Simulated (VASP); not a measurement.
# B6As (R-3m) in VASP: further runs

One crystal, B6As, is run at these levels: PBEsol, r2SCAN; tasks: relaxation of cell and atoms.

All numbers are computed with VASP 6.6.1; they aren't measurements. Logs are shortened: lines on timing, memory, paths and dates and some standing lists are left out, and cuts for length are marked.

## Step 1: The structure

The structure is trigonal, space group R-3m (No. 166). Conventional cell: a = 6.137 Å, b = 6.137 Å, c = 11.895 Å, α = 90.00°, β = 90.00°, γ = 120.00°. Around B (site symmetry m) lie 6 B at 1.77 to 1.90 Å. B (site symmetry m) is surrounded by 5 B at 1.73 to 1.81 Å. As (site symmetry 3m) has 3 B at 2.00 Å as nearest neighbours.

The cell is a database's computed one.

## Step 2: Relaxation of cell and atoms, PBEsol

Contents of INCAR:

```
  PREC = Accurate
  ENCUT = 600
  EDIFF = 1E-6
  ISMEAR = 0
  SIGMA = 0.03
  LREAL = False
  LASPH = True
  NELM = 80
  ALGO = Normal
  ISIF = 3
  LWAVE = False
  LCHARG = False
  GGA = PS
  IBRION = 2
  NSW = 90
  EDIFFG = -0.01
  KPAR = 4
```

Contents of KPOINTS:

```
Automatic mesh
0
Gamma
  6 6 6
```

Contents of POSCAR:

```
B6As
1.0
    3.0684222178      1.7715543935      3.9649353976
   -3.0684222178      1.7715543935      3.9649353976
    0.0000000000     -3.5431087869      3.9649353976
B As
12 2
Direct
    0.0152897200      0.0152897200      0.3248784800
    0.0152897200      0.3248784800      0.0152897200
    0.8218557000      0.2724864900      0.8218557000
    0.8218557000      0.8218557000      0.2724864900
    0.2724864900      0.8218557000      0.8218557000
    0.7275135100      0.1781443000      0.1781443000
    0.1781443000      0.7275135100      0.1781443000
    0.1781443000      0.1781443000      0.7275135100
    0.9847102800      0.6751215200      0.9847102800
    0.9847102800      0.9847102800      0.6751215200
    0.6751215200      0.9847102800      0.9847102800
    0.3248784800      0.0152897200      0.0152897200
    0.6005523500      0.6005523500      0.6005523500
    0.3994476500      0.3994476500      0.3994476500
```

Potentials or basis: VASP PAW PBE potentials, release 64 (B, As).

The run is started by

```console
cat potpaw_PBE.64/B/POTCAR potpaw_PBE.64/As/POTCAR > POTCAR
mpirun -np 4 vasp_std > vasp.out
```

OUTCAR:

```text
PREC = Accurate
   ENCUT = 600
   EDIFF = 1E-6
   ISMEAR = 0
   LREAL = False
   LASPH = True
   NELM = 80
   ISIF = 3
   GGA = PS
   IBRION = 2
   NSW = 90
   EDIFFG = -0.01

 ion  position               nearest neighbor table
   1  0.015  0.015  0.325-  10 1.77   7 1.78   6 1.78   4 1.81   2 1.90  12 1.90
   2  0.015  0.325  0.015-   9 1.77   8 1.78   6 1.78   3 1.81  12 1.90   1 1.90
   3  0.822  0.272  0.822-   8 1.73   6 1.73  10 1.78  11 1.78   2 1.81  13 2.00
   4  0.822  0.822  0.272-   6 1.73   7 1.73   9 1.78  11 1.78   1 1.81  13 2.00
   5  0.272  0.822  0.822-   8 1.73   7 1.73  10 1.78   9 1.78  12 1.81  13 2.00
   6  0.728  0.178  0.178-   4 1.73   3 1.73   1 1.78   2 1.78  11 1.81  14 2.00
   7  0.178  0.728  0.178-   4 1.73   5 1.73   1 1.78  12 1.78   9 1.81  14 2.00
   8  0.178  0.178  0.728-   3 1.73   5 1.73   2 1.78  12 1.78  10 1.81  14 2.00
   9  0.985  0.675  0.985-   2 1.77   4 1.78   5 1.78   7 1.81  11 1.90  10 1.90
  10  0.985  0.985  0.675-   1 1.77   3 1.78   5 1.78   8 1.81   9 1.90  11 1.90
  11  0.675  0.985  0.985-  12 1.77   4 1.78   3 1.78   6 1.81   9 1.90  10 1.90
  12  0.325  0.015  0.015-  11 1.77   8 1.78   7 1.78   5 1.81   2 1.90   1 1.90
  13  0.601  0.601  0.601-   3 2.00   5 2.00   4 2.00  14 2.39
  14  0.399  0.399  0.399-   6 2.00   7 2.00   8 2.00  13 2.39

  LATTYP: Found a trigonal (rhomboedric) cell.
 ALAT       =     5.3173614305
 COS(alpha) =     0.3340097504

  Lattice vectors:

 A1 = (   3.0684222178,   1.7715543935,   3.9649353976)
 A2 = (  -3.0684222178,   1.7715543935,   3.9649353976)
 A3 = (   0.0000000000,  -3.5431087869,   3.9649353976)

Analysis of symmetry for initial positions (statically):
=====================================================================
 Subroutine PRICEL returns:
 Original cell was already a primitive cell.

 Routine SETGRP: Setting up the symmetry group for a
 trigonal (rhombohedral) supercell.

 Subroutine GETGRP returns: Found 12 space group operations
 (whereof 12 operations were pure point group operations)
 out of a pool of 12 trial point group operations.

The static configuration has the point symmetry D_3d.

Analysis of symmetry for dynamics (positions and initial velocities):
=====================================================================
 Subroutine PRICEL returns:
 Original cell was already a primitive cell.

 Routine SETGRP: Setting up the symmetry group for a
 trigonal (rhombohedral) supercell.

 Subroutine GETGRP returns: Found 12 space group operations
 (whereof 12 operations were pure point group operations)
 out of a pool of 12 trial point group operations.

The dynamic configuration has the point symmetry D_3d.

 Subroutine INISYM returns: Found 12 space group operations
 (whereof 12 operations are pure point group operations),
 and found     1 'primitive' translations

----------------------------------------------------------------------------------------

                                     Primitive cell

  volume of cell :     129.3174

  direct lattice vectors                    reciprocal lattice vectors
     3.068422218  1.771554393  3.964935398     0.162950195  0.094079339  0.084070306
    -3.068422218  1.771554393  3.964935398    -0.162950195  0.094079339  0.084070306
     0.000000000 -3.543108787  3.964935398     0.000000000 -0.188158678  0.084070306

  length of vectors
     5.317361431  5.317361431  5.317361431     0.206086158  0.206086158  0.206086158

  position of ions in fractional coordinates (direct lattice)
     0.015289720  0.015289720  0.324878480
     0.015289720  0.324878480  0.015289720
     0.821855700  0.272486490  0.821855700
     0.821855700  0.821855700  0.272486490
     0.272486490  0.821855700  0.821855700
     0.727513510  0.178144300  0.178144300
     0.178144300  0.727513510  0.178144300
     0.178144300  0.178144300  0.727513510
     0.984710280  0.675121520  0.984710280
     0.984710280  0.984710280  0.675121520
     0.675121520  0.984710280  0.984710280
     0.324878480  0.015289720  0.015289720
     0.600552350  0.600552350  0.600552350
     0.399447650  0.399447650  0.399447650

  ion indices of the primitive-cell ions
   primitive index   ion index
                 1           1
                 2           2
                 3           3
                 4           4
                 5           5
                 6           6
                 7           7
                 8           8
                 9           9
                10          10
                11          11
                12          12
                13          13
                14          14

----------------------------------------------------------------------------------------

 KPOINTS: Automatic mesh

Automatic generation of k-mesh.
 Grid dimensions read from file:
 generate k-points for:    6    6    6

 Generating k-lattice:

  Cartesian coordinates                     Fractional coordinates (reciprocal lattice)
     0.027158366  0.015679890  0.014011718     0.166666667 -0.000000000  0.000000000
    -0.027158366  0.015679890  0.014011718    -0.000000000  0.166666667  0.000000000
     0.000000000 -0.031359780  0.014011718     0.000000000  0.000000000  0.166666667

  Length of vectors
     0.034347693  0.034347693  0.034347693

  Shift w.r.t. Gamma in fractional coordinates (k-lattice)
     0.000000000  0.000000000  0.000000000

 Subroutine IBZKPT returns following result:
 ===========================================

 Found     32 irreducible k-points:

 Following reciprocal coordinates:
            Coordinates               Weight
  0.000000  0.000000  0.000000      1.000000
  0.166667 -0.000000  0.000000      6.000000
  0.333333 -0.000000 -0.000000      6.000000
  0.500000 -0.000000 -0.000000      3.000000
  0.166667  0.166667  0.000000      6.000000
  0.333333  0.166667 -0.000000     12.000000
[... 16 lines left out ...]
  0.500000  0.500000  0.166667      6.000000
 -0.333333  0.500000  0.166667     12.000000
 [... further k-points ...]
   k-points           NKPTS =     32   k-points in BZ     NKDIM =     32   number of bands    NBANDS=     31
   number of dos      NEDOS =    301   number of ions     NIONS =     14
   total plane-waves  NPLWV =  74088
   dimension x,y,z NGX =    42 NGY =   42 NGZ =   42
   dimension x,y,z NGXF=    84 NGYF=   84 NGZF=   84
   ions per type =              12   2
   NGX,Y,Z   is equivalent  to a cutoff of  13.13, 13.13, 13.13 a.u.
   NGXF,Y,Z  is equivalent  to a cutoff of  26.26, 26.26, 26.26 a.u.
 SYSTEM =  unknown system
   PREC   = accura    normal or accurate (medium, high low for compatibility)
   ISTART =      0    job   : 0-new  1-cont  2-samecut
   ICHARG =      2    charge: 1-file 2-atom 10-const
   ISPIN  =      1    spin polarized calculation?
   LNONCOLLINEAR =      F non collinear calculations
   LSORBIT =      F    spin-orbit coupling
   LASPH  =      T    aspherical Exc in radial PAW
   ENCUT  =  600.0 eV  44.10 Ry    6.64 a.u.  10.62 10.62 10.62*2*pi/ulx,y,z
   NELM   =     80;   NELMIN=  2; NELMDL= -5     # of ELM steps
   EDIFF  = 0.1E-05   stopping-criterion for ELM
   LREAL  =      F    real-space projection
   EDIFFG = -.1E-01   stopping-criterion for IOM
   NSW    =     90    number of steps for IOM
   IBRION =      2    ionic relax: 0-MD 1-quasi-New 2-CG
   NFREE  =      1    steps in history (QN), initial steepest desc. (CG)
   ISIF   =      3    stress and relaxation
   ISYM   =      2    0-nonsym 1-usesym 2-fastsym
   POTIM  = 0.5000    time-step for ionic-motion
   TEBEG  =    0.0;   TEEND  =   0.0 temperature during run
   PSTRESS=    0.0 pullay stress
   NELECT =      46.0000    total number of electrons
   NUPDOWN=      -1.0000    fix difference up-down
   EMIN   =  10.00;   EMAX   =-10.00  energy-range for DOS
   EFERMI =   0.00;   METHOD = LEGACY
   ISMEAR =     0;   SIGMA  =   0.03  broadening in eV -4-tet -1-fermi 0-gaus
   EFERMI_NEDOS =   21; number of points for ismear=-14 and -15
   IALGO  =     38    algorithm
   IMIX   =      4    mixing-type and parameters
     AMIX     =   0.40;   BMIX     =  1.00
     AMIX_MAG =   1.60;   BMIX_MAG =  1.00
  volume/ion in A,a.u.               =       9.24        62.33
  Fermi-wavevector in a.u.,A,eV,Ry     =   1.159957  2.192000 18.306633  1.345500
  Thomas-Fermi vector in A             =   2.296544
   LORBIT       =      0    0 simple, 1 ext, 2 COOP (PROOUT), +10 PAW based schemes
   GGA     = PS    functional components
   LHFCALC =     F    Hartree Fock is set to
   AEXX    =    0.0000 exact exchange contribution
   IVDW    =     0    specifies the selected vdW correction
   LEPSILON=     F    determine dielectric tensor
   LRPA    =     F    only Hartree local field effects (RPA)
 conjugate gradient relaxation of ions
 non-spin polarized calculation
 Gauss-broadening in eV      SIGMA  =   0.03
  energy-cutoff  :      600.00
  volume of cell :      129.32
 maximum number of plane-waves:      4336
   NGX = 21   NGY = 21   NGZ = 21

--------------------------------------- Ionic step        1  -------------------------------------------

 number of electron      46.0000001 magnetization

 Free energy of the ion-electron system (eV)
  ---------------------------------------------------
  ext. energy  EPLUGINS =         0.00000000
  ---------------------------------------------------
  free energy    TOTEN  =       -97.04035891 eV

  energy without entropy =      -97.04035891  energy(sigma->0) =      -97.04035891

------------------------ aborting loop because EDIFF is reached ----------------------------------------

  FORCE on cell =-STRESS in cart. coord.  units (eV):
  Direction    XX          YY          ZZ          XY          YZ          ZX
  --------------------------------------------------------------------------------------
  -------------------------------------------------------------------------------------
  Total       -0.7212357     -0.7212357     -1.0587406      0.0000000     -0.0000000      0.0000000
  in kB       -8.9357466     -8.9357466    -13.1172609      0.0000000     -0.0000000      0.0000000
  external PRESSURE =     -10.3295847 kB  Pullay stress =       0.0000000 kB
[... 225 lines left out ...]
  energy  without entropy=      -97.0434806749  energy(sigma->0) =      -97.04348067

--------------------------------------- Ionic step        6  -------------------------------------------

 number of electron      46.0000001 magnetization

 Free energy of the ion-electron system (eV)
  ---------------------------------------------------
  ext. energy  EPLUGINS =         0.00000000
  ---------------------------------------------------
  free energy    TOTEN  =       -97.04365838 eV

  energy without entropy =      -97.04365838  energy(sigma->0) =      -97.04365838

 E-fermi :   4.6149     XC(G=0): -11.1610

 val. band max:        4.4666294984   @ k =   0.1667  -0.0000   0.0000
 cond. band min:       7.0898098071   @ k =   0.5000  -0.0000  -0.0000
 fundamental gap:      2.6231803087
 Fermi energy:         4.6148991659

 k-point     1 :       0.0000    0.0000    0.0000
  band No.  band energies     occupation
      1     -10.2573      2.00000
      2      -7.2861      2.00000
      3      -5.5474      2.00000
      4      -5.5474      2.00000
      5      -5.4728      2.00000
      6      -4.3848      2.00000
[... 805 lines left out ...]
     30      10.6809      0.00000
     31      11.1031      0.00000

 [... further k-points ...]

------------------------ aborting loop because EDIFF is reached ----------------------------------------

  FORCE on cell =-STRESS in cart. coord.  units (eV):
  Direction    XX          YY          ZZ          XY          YZ          ZX
  --------------------------------------------------------------------------------------
  -------------------------------------------------------------------------------------
  Total       -0.0057322     -0.0057322      0.0221473      0.0000000      0.0000000     -0.0000000
  in kB       -0.0714327     -0.0714327      0.2759906      0.0000000      0.0000000     -0.0000000
  external PRESSURE =       0.0443751 kB  Pullay stress =       0.0000000 kB
[... 29 lines left out ...]
  FREE ENERGIE OF THE ION-ELECTRON SYSTEM (eV)
  ---------------------------------------------------
  free  energy   TOTEN  =       -97.0436583775 eV

  energy  without entropy=      -97.0436583775  energy(sigma->0) =      -97.04365838

 reached required accuracy - stopping structural energy minimisation
```

It took 97 s on 4 MPI ranks of Intel Xeon Platinum 8488C (Sapphire Rapids), shared host; peak memory 0.34 GiB.

Results:

```yaml
Free_energy: -97.0437 eV
Relaxed_volume: 9.18 Å³/atom
Relaxed_cell: a = 5.304 Å, b = 5.304 Å, c = 5.304 Å, α = 70.61°, β = 70.61°, γ = 70.61°
Space_group_after_relaxing_to_0.05_Å: R-3m (No. 166)
Energy_gained_by_relaxing: 0.2 meV/atom
Ionic_steps: 6
Pressure_after_relaxing: 0.0 GPa
Largest_force_after_relaxing: 0.007 eV/Å
Band_gap_on_the_k_mesh: 2.62 eV, indirect (least direct gap 2.66 eV)
```

Forces in eV/Å, atoms in the order of the input:
```
B    0.000  0.003  0.001
B    0.003 -0.002  0.001
B    0.003 -0.002 -0.006
B    0.000  0.003 -0.006
B   -0.003 -0.002 -0.006
B    0.003  0.002  0.006
B   -0.003  0.002  0.006
B    0.000 -0.003  0.006
B   -0.003  0.002 -0.001
B    0.000 -0.003 -0.001
B    0.003  0.002 -0.001
B   -0.003 -0.002  0.001
As   0.000  0.000  0.005
As   0.000  0.000 -0.005
```

The path:
| step | energy change (eV) | largest force (eV/Å) | pressure (GPa) | volume (Å³) |
| --- | --- | --- | --- | --- |
| 1 | 0.0000 | 0.0593 | -1.03 | 129.32 |
| 2 | -0.0016 | 0.0718 | 0.72 | 128.21 |
| 3 | -0.0026 | 0.0448 | 0.05 | 128.62 |
| 4 | -0.0031 | 0.0227 | 0.07 | 128.54 |
| 5 | -0.0031 | 0.0262 | 0.06 | 128.53 |
| 6 | -0.0033 | 0.0067 | 0.00 | 128.57 |

Final structure:
```
B As
1.0
     3.06531    1.76976    3.95001
    -3.06531    1.76976    3.95001
     0.00000   -3.53951    3.95001
B As
12 2
Direct
  0.01574 0.01574 0.32472
  0.01574 0.32472 0.01574
  0.82195 0.27235 0.82195
  0.82195 0.82195 0.27235
  0.27235 0.82195 0.82195
  0.72765 0.17805 0.17805
  0.17805 0.72765 0.17805
  0.17805 0.17805 0.72765
  0.98426 0.67528 0.98426
  0.98426 0.98426 0.67528
  0.67528 0.98426 0.98426
  0.32472 0.01574 0.01574
  0.60093 0.60093 0.60093
  0.39907 0.39907 0.39907
```

Caveat: the PAW data sets were made with another functional, which shifts forces and pressure a little. A k mesh can miss the band edges.

(Continued in part 2 of 2.)
